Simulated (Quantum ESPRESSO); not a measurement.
# NiO: Hubbard U by linear response with LDA+U

Crystal: NiO.

```
Ni O
1.0
     0.00000    2.08590    2.08590
     2.08590    0.00000    2.08590
     2.08590    2.08590    0.00000
Ni O
1 1
Cartesian
  0.0000 0.0000 0.0000
  2.0859 2.0859 2.0859
```

```json
{
 "Program": "Quantum ESPRESSO 7.5",
 "Task": "Hubbard U by linear response",
 "Functional": "LDA",
 "Potentials or basis": "PseudoDojo 0.4.1 SR LDA standard",
 "Cutoff": "1333 eV",
 "Density cutoff": "5333 eV",
 "k mesh": "8 × 8 × 8",
 "Occupations": "fermi-dirac, width 0.05 eV",
 "Spin": "collinear spin, ferromagnetic start",
 "Starting moments": "[1.0, 0.0] μB",
 "Hubbard terms": "Ni d U = 6 eV",
 "Start of the occupations": "default",
 "Hubbard projectors": "ortho-atomic",
 "Form of the LDA correlation": "PW92",
 "Mixing beta": "0.3",
 "Most SCF iterations": "120",
 "SCF threshold": "4e-10 Ry",
 "q mesh": "2 × 2 × 2"
}
```

```json
{
  "Pressure": "-5.6 GPa",
  "Band gap on the k mesh": "1.49 eV, indirect (least direct gap 2.37 eV)",
  "Net moment": "2.00 μB per cell",
  "Absolute moment": "2.01 μB per cell",
  "Site moments": "Ni +1.68; O +0.25 μB",
  "Valence electrons inside the program's atomic spheres": "Ni 15.61; O 5.70",
  "Hubbard U from linear response": "5.84 eV"
}
```

Levels at points of the mesh, in eV from the valence-band top:
Spin up:
```tsv
k point	band 11	band 12	band 13	band 14	band 15	band 16
(0.00, 0.00, 0.00)	-1.88	-1.88	-1.88	2.35	18.39	19.35
(0.00, 0.00, -0.50)	-3.36	0.00	0.00	6.23	10.72	14.42
(0.00, -0.50, -0.50)	-4.53	-3.27	-3.27	6.54	11.35	12.64
```
Spin down:
| k point | band 7 | band 8 | band 9 | band 10 | band 11 | band 12 | band 13 | band 14 | band 15 | band 16 |
| --- | --- | --- | --- | --- | --- | --- | --- | --- | --- | --- |
| (0.00, 0.00, 0.00) | -4.30 | -4.30 | -1.42 | -1.42 | -1.42 | 1.49 | 1.49 | 2.72 | 18.42 | 19.70 |
| (0.00, 0.00, -0.50) | -4.41 | -4.41 | -2.37 | -2.37 | -2.29 | 3.95 | 3.95 | 6.45 | 11.23 | 14.76 |
| (0.00, -0.50, -0.50) | -5.24 | -3.21 | -3.21 | -2.85 | -2.85 | 1.91 | 2.39 | 7.01 | 11.72 | 13.06 |

Eigenvalues of the final occupation matrices:
```
   site  spin  trace               eigenvalues
Ni 1 3d     1   4.99  1.00 1.00 1.00 1.00 1.00
Ni 1 3d     2   3.30  0.16 0.16 1.00 1.00 1.00
```

Hubbard U from linear response:
```csv
site,manifold,U (eV)
1,Ni-3d,5.84
```
On the first site the bare response is -0.088 and the screened one -0.058 eV⁻¹.

Run time: 13 min on 1 thread of Arm Neoverse V1, with other jobs on the host, peak memory 0.1 GiB.

Caveat: a cell with one magnetic atom can't hold antiferromagnetic order, which such compounds often take. The state reached can hang on the start; a lower one may exist.
